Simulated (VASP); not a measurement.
# RbBr (Fm-3m) in VASP: a series of runs

One crystal, RbBr, is run at these levels: r2SCAN; tasks: relaxation of cell and atoms, relaxation of the atoms.

All numbers are computed with VASP 6.6.1; they aren't measurements. Logs are shortened: lines on timing, memory, paths and dates and some standing lists are left out, and cuts for length are marked.

### 1 Starting point

The structure is cubic, space group Fm-3m (No. 225). Conventional cell: a = 6.927 Å, b = 6.927 Å, c = 6.927 Å, α = 90.00°, β = 90.00°, γ = 90.00°. Around Rb (site symmetry m-3m) lie 6 Br at 3.46 Å. Br (site symmetry m-3m) has 6 Rb at 3.46 Å as nearest neighbours.

### 2 Relaxation of cell and atoms, r2SCAN

Input file INCAR:

```
PREC = Accurate ; ENCUT = 600
EDIFF = 1E-7 ; ISMEAR = 0
SIGMA = 0.03 ; LREAL = F
LASPH = T ; NELM = 80
ALGO = Normal ; ISIF = 3
LWAVE = F ; LCHARG = F
METAGGA = R2SCAN ; LMIXTAU = T
IBRION = 2 ; NSW = 90
EDIFFG = -0.005
```

Input file KPOINTS:

```
Automatic mesh
0
Gamma
  8 8 8
```

Input file POSCAR:

```
RbBr                                    
1.0
    0.0000000000      3.4636372952      3.4636372952
    3.4636372952     -0.0000000000      3.4636372952
    3.4636372952      3.4636372952      0.0000000000
  Rb              Br            
     1     1
Direct
     0.0000000000000000    1.0000000000000000    1.0000000000000000
     0.5000000000000000    0.5000000000000000    0.5000000000000000
```

Potentials or basis: VASP PAW PBE potentials, release 64 (Rb_sv, Br).

On the command line:

```
cat potpaw_PBE.64/Rb_sv/POTCAR potpaw_PBE.64/Br/POTCAR > POTCAR
mpirun -np 1 vasp_std > vasp.out
```

OUTCAR:

```text
PREC = Accurate
   ENCUT = 600
   EDIFF = 1E-7
   ISMEAR = 0
   LREAL = F
   LASPH = T
   NELM = 80
   ISIF = 3
   METAGGA = R2SCAN
   IBRION = 2
   NSW = 90
   EDIFFG = -0.005

 ion  position               nearest neighbor table
   1  0.000  0.000  0.000-   2 3.46   2 3.46   2 3.46   2 3.46   2 3.46   2 3.46
   2  0.500  0.500  0.500-   1 3.46   1 3.46   1 3.46   1 3.46   1 3.46   1 3.46

  LATTYP: Found a face centered cubic cell.
 ALAT       =     6.9272745904

  Lattice vectors:

 A1 = (   0.0000000000,   3.4636372952,   3.4636372952)
 A2 = (   3.4636372952,   0.0000000000,   3.4636372952)
 A3 = (   3.4636372952,   3.4636372952,   0.0000000000)

Analysis of symmetry for initial positions (statically):
=====================================================================
 Subroutine PRICEL returns:
 Original cell was already a primitive cell.

 Routine SETGRP: Setting up the symmetry group for a
 face centered cubic supercell.

 Subroutine GETGRP returns: Found 48 space group operations
 (whereof 48 operations were pure point group operations)
 out of a pool of 48 trial point group operations.

The static configuration has the point symmetry O_h .

Analysis of symmetry for dynamics (positions and initial velocities):
=====================================================================
 Subroutine PRICEL returns:
 Original cell was already a primitive cell.

 Routine SETGRP: Setting up the symmetry group for a
 face centered cubic supercell.

 Subroutine GETGRP returns: Found 48 space group operations
 (whereof 48 operations were pure point group operations)
 out of a pool of 48 trial point group operations.

The dynamic configuration has the point symmetry O_h .

 Subroutine INISYM returns: Found 48 space group operations
 (whereof 48 operations are pure point group operations),
 and found     1 'primitive' translations

----------------------------------------------------------------------------------------

                                     Primitive cell

  volume of cell :      83.1050

  direct lattice vectors                    reciprocal lattice vectors
     0.000000000  3.463637295  3.463637295    -0.144356917  0.144356917  0.144356917
     3.463637295  0.000000000  3.463637295     0.144356917 -0.144356917  0.144356917
     3.463637295  3.463637295  0.000000000     0.144356917  0.144356917 -0.144356917

  length of vectors
     4.898322838  4.898322838  4.898322838     0.250033514  0.250033514  0.250033514

  position of ions in fractional coordinates (direct lattice)
     0.000000000  0.000000000  0.000000000
     0.500000000  0.500000000  0.500000000

  ion indices of the primitive-cell ions
   primitive index   ion index
                 1           1
                 2           2

----------------------------------------------------------------------------------------

 KPOINTS: Automatic mesh

Automatic generation of k-mesh.
 Grid dimensions read from file:
 generate k-points for:    8    8    8

 Generating k-lattice:

  Cartesian coordinates                     Fractional coordinates (reciprocal lattice)
    -0.018044615  0.018044615  0.018044615     0.125000000  0.000000000  0.000000000
     0.018044615 -0.018044615  0.018044615     0.000000000  0.125000000  0.000000000
     0.018044615  0.018044615 -0.018044615     0.000000000  0.000000000  0.125000000

  Length of vectors
     0.031254189  0.031254189  0.031254189

  Shift w.r.t. Gamma in fractional coordinates (k-lattice)
     0.000000000  0.000000000  0.000000000

 Subroutine IBZKPT returns following result:
 ===========================================

 Found     29 irreducible k-points:

 Following reciprocal coordinates:
            Coordinates               Weight
  0.000000  0.000000  0.000000      1.000000
  0.125000  0.000000  0.000000      8.000000
  0.250000  0.000000  0.000000      8.000000
  0.375000  0.000000  0.000000      8.000000
  0.500000  0.000000  0.000000      4.000000
  0.125000  0.125000  0.000000      6.000000
[... 16 lines left out ...]
  0.500000  0.250000  0.125000     48.000000
 -0.375000  0.250000  0.125000     24.000000
 [... further k-points ...]
   k-points           NKPTS =     29   k-points in BZ     NKDIM =     29   number of bands    NBANDS=     12
   number of dos      NEDOS =    301   number of ions     NIONS =      2
   total plane-waves  NPLWV =  64000
   dimension x,y,z NGX =    40 NGY =   40 NGZ =   40
   dimension x,y,z NGXF=    80 NGYF=   80 NGZF=   80
   ions per type =               1   1
   NGX,Y,Z   is equivalent  to a cutoff of  13.58, 13.58, 13.58 a.u.
   NGXF,Y,Z  is equivalent  to a cutoff of  27.15, 27.15, 27.15 a.u.
 SYSTEM =  unknown system
   PREC   = accura    normal or accurate (medium, high low for compatibility)
   ISTART =      0    job   : 0-new  1-cont  2-samecut
   ICHARG =      2    charge: 1-file 2-atom 10-const
   ISPIN  =      1    spin polarized calculation?
   LNONCOLLINEAR =      F non collinear calculations
[... 73 lines left out ...]
     11       5.5982      0.00000
     12       5.5982      0.00000

 k-point     2 :       0.1250    0.0000    0.0000
  band No.  band energies     occupation
      1     -27.4977      2.00000
      2     -14.8626      2.00000
      3     -11.0266      2.00000
      4     -11.0266      2.00000
      5     -11.0191      2.00000
      6      -2.4420      2.00000
      7      -2.3258      2.00000
      8      -2.3258      2.00000
      9       2.9706      0.00000
     10       5.4635      0.00000
     11       5.7860      0.00000
     12       5.7860      0.00000

 k-point     3 :       0.2500    0.0000    0.0000
  band No.  band energies     occupation
      1     -27.4949      2.00000
      2     -14.8750      2.00000
      3     -11.0288      2.00000
      4     -11.0288      2.00000
      5     -11.0034      2.00000
      6      -2.7883      2.00000
      7      -2.4420      2.00000
      8      -2.4420      2.00000
      9       3.8286      0.00000
     10       5.3695      0.00000
     11       6.3277      0.00000
     12       6.3277      0.00000

 k-point     4 :       0.3750    0.0000    0.0000
  band No.  band energies     occupation
      1     -27.4920      2.00000
      2     -14.8873      2.00000
      3     -11.0309      2.00000
      4     -11.0309      2.00000
      5     -10.9877      2.00000
      6      -3.0821      2.00000
      7      -2.5524      2.00000
      8      -2.5524      2.00000
      9       4.6465      0.00000
     10       5.6211      0.00000
     11       7.1518      0.00000
     12       7.1518      0.00000

 k-point     5 :       0.5000    0.0000    0.0000
  band No.  band energies     occupation
      1     -27.4908      2.00000
      2     -14.8923      2.00000
      3     -11.0318      2.00000
      4     -11.0318      2.00000
      5     -10.9812      2.00000
      6      -3.1929      2.00000
      7      -2.5965      2.00000
      8      -2.5965      2.00000
      9       4.9337      0.00000
     10       5.8899      0.00000
     11       7.8525      0.00000
     12       7.8525      0.00000
[... 228 lines left out ...]
      1     -27.4885      2.00000
      2     -14.8062      2.00000
      3     -11.1850      2.00000
      4     -11.0888      2.00000
      5     -11.0888      2.00000
      6      -2.7473      2.00000
      7      -2.4339      2.00000
      8      -2.4339      2.00000
      9       3.8192      0.00000
     10       5.5513      0.00000
     11       7.2769      0.00000
     12       7.7161      0.00000

 k-point    22 :       0.3750    0.2500    0.1250
  band No.  band energies     occupation
      1     -27.4928      2.00000
      2     -14.8652      2.00000
      3     -11.0685      2.00000
      4     -11.0372      2.00000
      5     -11.0117      2.00000
      6      -2.8928      2.00000
      7      -2.4925      2.00000
      8      -2.4200      2.00000
      9       4.3211      0.00000
     10       4.8005      0.00000
     11       6.8990      0.00000
     12       7.2972      0.00000

 k-point    23 :       0.5000    0.2500    0.1250
  band No.  band energies     occupation
      1     -27.4905      2.00000
      2     -14.8629      2.00000
      3     -11.0849      2.00000
      4     -11.0551      2.00000
      5     -11.0101      2.00000
      6      -2.9699      2.00000
      7      -2.5823      2.00000
      8      -2.5182      2.00000
      9       4.8951      0.00000
     10       5.2157      0.00000
     11       7.2782      0.00000
     12       7.4852      0.00000

 k-point    24 :      -0.3750    0.2500    0.1250
  band No.  band energies     occupation
      1     -27.4896      2.00000
      2     -14.8619      2.00000
      3     -11.0850      2.00000
      4     -11.0719      2.00000
      5     -11.0069      2.00000
      6      -2.9893      2.00000
      7      -2.6083      2.00000
      8      -2.5806      2.00000
      9       5.1269      0.00000
     10       5.5897      0.00000
     11       7.2996      0.00000
     12       7.3655      0.00000

 [... further k-points ...]

------------------------ aborting loop because EDIFF is reached ----------------------------------------

  FORCE on cell =-STRESS in cart. coord.  units (eV):
  Direction    XX          YY          ZZ          XY          YZ          ZX
  --------------------------------------------------------------------------------------
  -------------------------------------------------------------------------------------
  Total        0.0020002      0.0020002      0.0020002     -0.0000000      0.0000000      0.0000000
  in kB        0.0385612      0.0385612      0.0385612     -0.0000000      0.0000000      0.0000000
  external PRESSURE =       0.0385612 kB  Pullay stress =       0.0000000 kB

 VOLUME and BASIS-vectors are now :
 -----------------------------------------------------------------------------
  energy-cutoff  :      600.00
  volume of cell :       83.11
      direct lattice vectors                 reciprocal lattice vectors
     0.000000000  3.463637295  3.463637295    -0.144356917  0.144356917  0.144356917
     3.463637295  0.000000000  3.463637295     0.144356917 -0.144356917  0.144356917
     3.463637295  3.463637295  0.000000000     0.144356917  0.144356917 -0.144356917

 POSITION                                       TOTAL-FORCE (eV/Angst)
 -----------------------------------------------------------------------------------
      0.00000      0.00000      0.00000        -0.000000      0.000000      0.000000
      3.46364      3.46364      3.46364         0.000000     -0.000000     -0.000000
 -----------------------------------------------------------------------------------
    total drift:                                0.000000     -0.000000     -0.000000

  FREE ENERGIE OF THE ION-ELECTRON SYSTEM (eV)
  ---------------------------------------------------
  free  energy   TOTEN  =       -31.1561240547 eV

  energy  without entropy=      -31.1561240547  energy(sigma->0) =      -31.15612405

 reached required accuracy - stopping structural energy minimisation
```

Wall time 3.4 min (1 thread of Intel Xeon Platinum 8259CL at 2.50GHz (Skylake/Cascade Lake), shared host); peak memory 0.27 GiB.

Results:

- Free energy: -31.1561 eV
- Pressure after relaxing: 0.0 GPa
- Band gap on the k mesh: 4.89 eV, direct

Final structure:
```xyz
2
Lattice="0.0000 3.4636 3.4636 3.4636 0.0000 3.4636 3.4636 3.4636 0.0000" Properties=species:S:1:pos:R:3 pbc="T T T"
Rb    0.0000    0.0000    0.0000
Br    3.4636    3.4636    3.4636
```

Levels at points of the mesh, in eV from the valence-band top:
| k point | band 4 | band 5 | band 6 | band 7 | band 8 | band 9 | band 10 | band 11 | band 12 |
| --- | --- | --- | --- | --- | --- | --- | --- | --- | --- |
| (0.00, 0.00, 0.00) | -8.75 | -8.75 | 0.00 | 0.00 | 0.00 | 4.89 | 7.87 | 7.87 | 7.87 |
| (0.50, 0.00, 0.00) | -8.76 | -8.71 | -0.92 | -0.32 | -0.32 | 7.21 | 8.17 | 10.13 | 10.13 |
| (0.50, 0.50, 0.00) | -8.81 | -8.81 | -0.47 | -0.16 | -0.16 | 6.09 | 7.83 | 9.55 | 9.99 |

Caveat: the relaxation stopped at its first step, so nothing moved; the PAW data sets were made with another functional, which shifts forces and pressure a little. r2SCAN opens gaps a little over a GGA but as a rule still falls short of measured ones.

### 3 Relaxation of the atoms, r2SCAN (a relaxed cell with its volume scaled by 0.94)

Input file INCAR:

```
PREC = Accurate ; ENCUT = 600
EDIFF = 1E-7 ; ISMEAR = 0
SIGMA = 0.03 ; LREAL = F
LASPH = T ; NELM = 80
ALGO = Normal ; ISIF = 2
LWAVE = F ; LCHARG = F
METAGGA = R2SCAN ; LMIXTAU = T
IBRION = 2 ; NSW = 40
EDIFFG = -0.01
```

KPOINTS is that of step 2.

Input file POSCAR:

```
RbBr                                    
1.0
    0.0000000000      3.3929309800      3.3929309800
    3.3929309800      0.0000000000      3.3929309800
    3.3929309800      3.3929309800      0.0000000000
  Rb              Br            
     1     1
Direct
     0.0000000000000000    0.0000000000000000    0.0000000000000000
     0.5000000000000000    0.5000000000000000    0.5000000000000000
```

Potentials or basis: VASP PAW PBE potentials, release 64 (Rb_sv, Br).

On the command line:

```
cat potpaw_PBE.64/Rb_sv/POTCAR potpaw_PBE.64/Br/POTCAR > POTCAR
mpirun -np 1 vasp_std > vasp.out
```

Wall time 3 min (1 thread of Intel Xeon Platinum 8259CL at 2.50GHz (Skylake/Cascade Lake), shared host); peak memory 0.27 GiB.

It converged, with:

```yaml
Free_energy: -31.1408 eV
Pressure_after_relaxing: 1.0 GPa
Band_gap_on_the_k_mesh: 5.05 eV, direct
```

Final structure:
```yaml
crystal:
  lattice:
    - [0.00000, 3.39293, 3.39293]
    - [3.39293, 0.00000, 3.39293]
    - [3.39293, 3.39293, 0.00000]
  atoms:
    - { symbol: Rb, position: [0.00000, 0.00000, 0.00000] }
    - { symbol: Br, position: [0.50000, 0.50000, 0.50000] }
```

Levels at points of the mesh, in eV from the valence-band top:
| k point | band 6 | band 7 | band 8 | band 9 | band 10 | band 11 |
| --- | --- | --- | --- | --- | --- | --- |
| (0.00, 0.00, 0.00) | 0.00 | 0.00 | 0.00 | 5.05 | 7.88 | 7.88 |
| (0.50, 0.00, 0.00) | -1.02 | -0.38 | -0.38 | 7.37 | 8.38 | 10.31 |
| (0.50, 0.50, 0.00) | -0.49 | -0.16 | -0.16 | 6.03 | 8.07 | 9.88 |

Caveat: the relaxation stopped at its first step, so nothing moved; the PAW data sets were made with another functional, which shifts forces and pressure a little.

### 4 Relaxation of the atoms, r2SCAN (a relaxed cell with its volume scaled by 0.96)

INCAR is that of step 3.

KPOINTS is that of step 3.

Input file POSCAR:

```
RbBr                                    
1.0
    0.0000000000      3.4168256474      3.4168256474
    3.4168256474      0.0000000000      3.4168256474
    3.4168256474      3.4168256474      0.0000000000
  Rb              Br            
     1     1
Direct
     0.0000000000000000    0.0000000000000000    0.0000000000000000
     0.5000000000000000    0.5000000000000000    0.5000000000000000
```

On the command line:

```
cat potpaw_PBE.64/Rb_sv/POTCAR potpaw_PBE.64/Br/POTCAR > POTCAR
mpirun -np 1 vasp_std > vasp.out
```

Run time: 2.8 min. Hardware: 1 thread of Intel Xeon Platinum 8259CL at 2.50GHz (Skylake/Cascade Lake), shared host; peak memory 0.27 GiB.

Results (log left out):

- Free energy: -31.1495 eV
- Pressure after relaxing: 0.6 GPa
- Band gap on the k mesh: 4.99 eV, direct

Final structure:
```xyz
2
Lattice="0.0000 3.4168 3.4168 3.4168 0.0000 3.4168 3.4168 3.4168 0.0000" Properties=species:S:1:pos:R:3 pbc="T T T"
Rb    0.0000    0.0000    0.0000
Br    3.4168    3.4168    3.4168
```

Levels at points of the mesh, in eV from the valence-band top:
```csv
k point,band 4,band 5,band 6,band 7,band 8,band 9,band 10,band 11,band 12
"(0.00, 0.00, 0.00)",-8.67,-8.67,0.00,0.00,0.00,4.99,7.88,7.88,7.88
"(0.50, 0.00, 0.00)",-8.67,-8.61,-0.99,-0.36,-0.36,7.31,8.31,10.25,10.25
"(0.50, 0.50, 0.00)",-8.74,-8.74,-0.48,-0.16,-0.16,6.05,7.99,9.77,10.07
```

Caveat: the relaxation stopped at its first step, so nothing moved; the PAW data sets were made with another functional, which shifts forces and pressure a little.

### 5 Relaxation of the atoms, r2SCAN (a relaxed cell with its volume scaled by 0.98)

INCAR is that of step 4.

KPOINTS is that of step 4.

Input file POSCAR:

```
RbBr                                    
1.0
    0.0000000000      3.4403907069      3.4403907069
    3.4403907069      0.0000000000      3.4403907069
    3.4403907069      3.4403907069      0.0000000000
  Rb              Br            
     1     1
Direct
     0.0000000000000000    0.0000000000000000    0.0000000000000000
     0.5000000000000000    0.5000000000000000    0.5000000000000000
```

On the command line:

```
cat potpaw_PBE.64/Rb_sv/POTCAR potpaw_PBE.64/Br/POTCAR > POTCAR
mpirun -np 1 vasp_std > vasp.out
```

Run time: 3.3 min. Hardware: 1 thread of Intel Xeon Platinum 8259CL at 2.50GHz (Skylake/Cascade Lake), shared host; peak memory 0.27 GiB.

It converged, with:

| Quantity | Value |
| --- | --- |
| Free energy | -31.1545 eV |
| Pressure after relaxing | 0.3 GPa |
| Band gap on the k mesh | 4.94 eV, direct |

Final structure:
```
CELL_PARAMETERS angstrom
0.00000 3.44039 3.44039
3.44039 0.00000 3.44039
3.44039 3.44039 0.00000
ATOMIC_POSITIONS crystal
Rb 0.00000 0.00000 0.00000
Br 0.50000 0.50000 0.50000
```

Levels at points of the mesh, in eV from the valence-band top:
```csv
k point,band 6,band 7,band 8,band 9,band 10,band 11
"(0.00, 0.00, 0.00)",0.00,0.00,0.00,4.94,7.88,7.88
"(0.50, 0.00, 0.00)",-0.95,-0.34,-0.34,7.26,8.24,10.19
"(0.50, 0.50, 0.00)",-0.48,-0.16,-0.16,6.07,7.91,9.66
```

Caveat: the relaxation stopped at its first step, so nothing moved; the PAW data sets were made with another functional, which shifts forces and pressure a little. A k mesh can miss the band edges.

### 6 Relaxation of the atoms, r2SCAN

INCAR is that of step 5.

KPOINTS is that of step 5.

Input file POSCAR:

```
RbBr                                    
1.0
    0.0000000000      3.4636372952      3.4636372952
    3.4636372952      0.0000000000      3.4636372952
    3.4636372952      3.4636372952      0.0000000000
  Rb              Br            
     1     1
Direct
     0.0000000000000000    0.0000000000000000    0.0000000000000000
     0.5000000000000000    0.5000000000000000    0.5000000000000000
```

Potentials or basis: VASP PAW PBE potentials, release 64 (Rb_sv, Br).

On the command line:

```
cat potpaw_PBE.64/Rb_sv/POTCAR potpaw_PBE.64/Br/POTCAR > POTCAR
mpirun -np 1 vasp_std > vasp.out
```

It took 2.8 min on 1 thread of Intel Xeon Platinum 8259CL at 2.50GHz (Skylake/Cascade Lake), shared host; peak memory 0.27 GiB.

Results (log left out):

| Item | Value |
| --- | --- |
| Free energy | -31.1561 eV |
| Pressure after relaxing | 0.0 GPa |
| Band gap on the k mesh | 4.89 eV, direct |

Final structure:
```
Rb Br
1.0
     0.00000    3.46364    3.46364
     3.46364    0.00000    3.46364
     3.46364    3.46364    0.00000
Rb Br
1 1
Direct
  0.00000 0.00000 0.00000
  0.50000 0.50000 0.50000
```

Levels at points of the mesh, in eV from the valence-band top:
```
           k point  band 5  band 6  band 7  band 8  band 9  band 10  band 11  band 12
(0.00, 0.00, 0.00)   -8.75    0.00    0.00    0.00    4.89     7.87     7.87     7.87
(0.50, 0.00, 0.00)   -8.71   -0.92   -0.32   -0.32    7.21     8.17    10.13    10.13
(0.50, 0.50, 0.00)   -8.81   -0.47   -0.16   -0.16    6.09     7.83     9.55     9.99
```

Caveat: the relaxation stopped at its first step, so nothing moved; the PAW data sets were made with another functional, which shifts forces and pressure a little.

### 7 Overview

| task | cell | gap on the mesh (eV) | pressure (GPa) |
| --- | --- | --- | --- |
| relaxation of cell and atoms | relaxed | 4.89 | 0.0 |
| relaxation of the atoms | atoms relaxed from: a relaxed cell with its volume scaled by 0.94 | 5.05 | 1.0 |
| relaxation of the atoms | atoms relaxed from: a relaxed cell with its volume scaled by 0.96 | 4.99 | 0.6 |
| relaxation of the atoms | atoms relaxed from: a relaxed cell with its volume scaled by 0.98 | 4.94 | 0.3 |
| relaxation of the atoms | atoms relaxed | 4.89 | 0.0 |

Alike in all rows: level r2SCAN; potentials or basis VASP PAW PBE potentials, release 64 (Rb_sv, Br); no spin polarisation; k mesh 8 × 8 × 8; cutoff (eV) 600; smearing gaussian 0.03 eV.

Caveats: the relaxation stopped at its first step, so nothing moved; the PAW data sets were made with another functional, which shifts forces and pressure a little.

Absolute energies hang on the potentials; compare differences alone.
